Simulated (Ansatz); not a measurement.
**BaSnO3, pressure series**

The parent structure is BaSnO3 in the cubic perovskite structure (space group Pm-3m, No. 221).

```cif
data_BaO3Sn
_chemical_formula_sum 'Ba1 Sn1 O3'
_space_group_name_H-M_alt 'Pm-3m'
_space_group_IT_number 221
_space_group_name_Hall '-P 4 2 3'
_cell_length_a 4.17621
_cell_length_b 4.17621
_cell_length_c 4.17621
_cell_angle_alpha 90.000
_cell_angle_beta 90.000
_cell_angle_gamma 90.000
loop_
_atom_site_label
_atom_site_type_symbol
_atom_site_symmetry_multiplicity
_atom_site_Wyckoff_symbol
_atom_site_fract_x
_atom_site_fract_y
_atom_site_fract_z
_atom_site_occupancy
Ba1 Ba 1 a 0.00000 0.00000 0.00000 1
Sn1 Sn 1 b 0.50000 0.50000 0.50000 1
O1 O 3 c 0.00000 0.50000 0.50000 1
```

Cell and atoms are relaxed at each pressure.

Level of theory: Kohn–Sham DFT with the PBE functional, run in Ansatz (a first-principles code) with PAW and 420 eV plane waves, no spin-orbit coupling, earlier PAW set.

Candidates:
(a) pressure 4.5 GPa
(b) pressure −2 GPa
(c) pressure −1 GPa
(d) pressure 0.9 GPa
(e) pressure 15 GPa

Base values:

| Property | Value |
|---|---|
| Band gap | 0.48 eV |

**Question.** Order them by band gap, highest first.

**Answer.** (e) pressure 15 GPa (1.61 eV), (a) pressure 4.5 GPa (0.86 eV), (d) pressure 0.9 GPa (0.56 eV), (c) pressure −1 GPa (0.39 eV), (b) pressure −2 GPa (0.30 eV)

Load acts through the strain it causes; cell and atoms are relaxed under it. No phonon test of stability was made. No other phases were tried under pressure.
